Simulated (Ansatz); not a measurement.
**Cu in Ansatz: the effect of Hubbard term**

Cu:

```
CELL_PARAMETERS angstrom
1.21846 -3.97638 0.00000
1.21846 3.97638 0.00000
0.00000 0.00000 2.47550
ATOMIC_POSITIONS crystal
Cu 0.86613 0.13387 0.75000
Cu 0.13387 0.86613 0.25000
```

This isn't the form of Cu at room conditions, which is fcc.

Alike in all runs:

```yaml
Program: Ansatz 0.2.0
Task: density of states
Functional: PBE
Potentials_or_basis: all-electron LAPW, scalar-relativistic
Cutoff: 329 eV (chosen from the basis error)
Basis_error_allowed: 0.001 eV/atom
k_mesh: 11 × 11 × 11
Occupations: fermi-dirac, width 0.05 eV
Spin: no spin polarisation
```

| Hubbard term | pressure (GPa) |
| --- | --- |
| none | 6.6 |
| Cu d U = 2 eV | 7.3 |
| Cu d U = 3 eV | 7.7 |
| Cu d U = 4 eV | 8.2 |
| Cu d U = 5 eV | 8.7 |
| Cu d U = 6 eV | 9.2 |
| Cu d U = 8 eV | ? |

**Question.** What does the run with Hubbard term Cu d U = 8 eV give?

**Answer.** Pressure 10.2 GPa.

Worked out: A parabola through the other rows of the pressure, of slope 0.64 GPa per eV there, extrapolates to 10.4 GPa, against the run's 10.2.

Caveats: U is the effective U less J, on atomic orbitals that reach past the spheres (some runs); U without spin polarisation on a metal has little footing (some runs); the U is typed as a test and isn't derived for this compound (some runs).
